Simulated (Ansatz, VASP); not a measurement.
## Two plane-wave programs on Fe

```
CELL_PARAMETERS angstrom
-1.57151 1.41578 1.41578
1.57151 -1.41578 1.41578
1.57151 1.41578 -1.41578
ATOMIC_POSITIONS crystal
Fe 0.00000 0.00000 0.00000
```

Change from the starting cell: normal strain along x +0.1100, normal strain along z +0.0000.

Alike in both runs: task single point; functional PBE; k mesh 10 × 10 × 10; occupations gaussian, width 0.15 eV; collinear spin.

|  | VASP | Ansatz |
| --- | --- | --- |
| version | VASP 6.6.1 | Ansatz 0.2.0 |
| potentials or method | VASP PAW PBE potentials, release 64 (Fe) | scalar-relativistic, plane waves, PAW |
| plane-wave cutoff (eV) | 520 | 520 |
| valence electrons in the cell | 8 | 16 |

|  | VASP | Ansatz | Ansatz less VASP |
| --- | --- | --- | --- |
| gap on the k mesh at the Fermi level (eV) | none | none | - |
| pressure (GPa) | -12.7 | -13.2 | -0.48 |
| largest component of the traceless stress (GPa) | 3.69 | 3.85 | +0.155 |
| net moment per atom (μB) | 2.45 | 2.42 | -0.028 |
| size of the moment on the site where the two differ most (μB) | 2.47 | 2.49 | +0.020 |

Site moments also hang on the region over which each program counts them. A gap of «none» marks a metal or a gap that the smearing closes. With one functional, cell and mesh, what is left measures potentials, basis and numerics. The two sets of potentials don't hold the same shells in valence.
